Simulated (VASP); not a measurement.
Here is a VASP 6.6.1 calculation.

INCAR

```
PREC     = Accurate       # precision mode
ENCUT    = 520            # plane-wave cutoff, eV
EDIFF    = 1E-7           # SCF threshold, eV
ISMEAR   = -1             # smearing method
SIGMA    = 0.05           # smearing width, eV
LREAL    = False          # projectors in reciprocal space
LASPH    = True           # aspherical terms in the spheres
NELM     = 80             # most SCF steps
ALGO     = Normal         # electronic algorithm
ISIF     = 2              # what is computed and relaxed
LWAVE    = False          # write WAVECAR
LCHARG   = False          # write CHGCAR
GGA      = RE             # functional
```

KPOINTS

```
Automatic mesh
0
Gamma
  7 7 7
```

POSCAR

```
SnTe
1.0
    0.0000000000      3.1508500000      3.1508500000
    3.1508500000      0.0000000000      3.1508500000
    3.1508500000      3.1508500000      0.0000000000
Te Sn
1 1
Direct
    0.5000000000      0.5000000000      0.5000000000
    0.0000000000      0.0000000000      0.0000000000
```

The input KPOINTS_OPT:

```
path GXWKGLUWLK,UX
20
line-mode
reciprocal
 0.0000000000  0.0000000000  0.0000000000  G
 0.5000000000  0.0000000000  0.5000000000  X

 0.5000000000  0.0000000000  0.5000000000  X
 0.5000000000  0.2500000000  0.7500000000  W

 0.5000000000  0.2500000000  0.7500000000  W
 0.3750000000  0.3750000000  0.7500000000  K

 0.3750000000  0.3750000000  0.7500000000  K
 0.0000000000  0.0000000000  0.0000000000  G

 0.0000000000  0.0000000000  0.0000000000  G
 0.5000000000  0.5000000000  0.5000000000  L

 0.5000000000  0.5000000000  0.5000000000  L
 0.6250000000  0.2500000000  0.6250000000  U

 0.6250000000  0.2500000000  0.6250000000  U
 0.5000000000  0.2500000000  0.7500000000  W

 0.5000000000  0.2500000000  0.7500000000  W
 0.5000000000  0.5000000000  0.5000000000  L

 0.5000000000  0.5000000000  0.5000000000  L
 0.3750000000  0.3750000000  0.7500000000  K

 0.6250000000  0.2500000000  0.6250000000  U
 0.5000000000  0.0000000000  0.5000000000  X
```

Potentials or basis: VASP PAW PBE potentials, release 64 (Te, Sn_d).

Launch:

```console
$ cat potpaw_PBE.64/Te/POTCAR potpaw_PBE.64/Sn_d/POTCAR > POTCAR
$ mpirun -np 1 vasp_std > vasp.out
```

Q: Estimate the band gap along the path.

A: 0.04 eV, indirect (least direct gap 0.08 eV).

Q: Predict the pressure.

A: 3.2 GPa.

Levels at the corners of the path, in eV from the Fermi level:
```tsv
point	band 6	band 7	band 8	band 9	band 10	band 11	band 12	band 13	band 14
Γ	-12.89	-4.73	-2.25	-2.25	-2.25	3.27	3.27	3.27	4.65
X	-11.31	-6.53	-5.67	-3.85	-3.85	2.10	4.85	4.85	6.32
X	-11.31	-6.53	-5.67	-3.85	-3.85	2.10	4.85	4.85	6.32
W	-11.22	-7.44	-4.93	-4.93	-0.93	0.77	4.54	4.54	6.00
W	-11.22	-7.44	-4.93	-4.93	-0.93	0.77	4.54	4.54	6.00
K	-11.27	-7.50	-5.28	-3.35	-2.80	2.94	3.00	4.12	5.49
K	-11.27	-7.50	-5.28	-3.35	-2.80	2.94	3.00	4.12	5.49
Γ	-12.89	-4.73	-2.25	-2.25	-2.25	3.27	3.27	3.27	4.65
Γ	-12.89	-4.73	-2.25	-2.25	-2.25	3.27	3.27	3.27	4.65
L	-11.61	-8.42	-1.92	-1.92	-0.05	0.03	0.28	0.28	7.73
L	-11.61	-8.42	-1.92	-1.92	-0.05	0.03	0.28	0.28	7.73
U	-11.27	-7.50	-5.28	-3.35	-2.80	2.94	3.00	4.12	5.49
U	-11.27	-7.50	-5.28	-3.35	-2.80	2.94	3.00	4.12	5.49
W	-11.22	-7.44	-4.93	-4.93	-0.93	0.77	4.54	4.54	6.00
W	-11.22	-7.44	-4.93	-4.93	-0.93	0.77	4.54	4.54	6.00
L	-11.61	-8.42	-1.92	-1.92	-0.05	0.03	0.28	0.28	7.73
L	-11.61	-8.42	-1.92	-1.92	-0.05	0.03	0.28	0.28	7.73
K	-11.27	-7.50	-5.28	-3.35	-2.80	2.94	3.00	4.12	5.49
U	-11.27	-7.50	-5.28	-3.35	-2.80	2.94	3.00	4.12	5.49
X	-11.31	-6.53	-5.67	-3.85	-3.85	2.10	4.85	4.85	6.32
```

Caveat: this odd mesh misses L, where the gap lies, so gap, dielectric constants and Born charges aren't listed; the PAW data sets were made with another functional, which shifts forces and pressure a little; spin-orbit coupling is left out, which moves the levels of the heavy elements.

**Measured values to compare with.**

A printed reference work, textbook reports, for a bulk crystal of SnTe at 300 K: band gap 0.18 eV (direct).

Against the measured gap of SnTe, 0.18 eV (direct; 300 K; a printed reference work, textbook), the calculated 0.04 eV is off by -0.14 eV. Spin-orbit coupling on Sn, Te is left out. The value is that of revPBE, without temperature or zero-point motion. Semilocal functionals fall short of measured gaps as a rule.
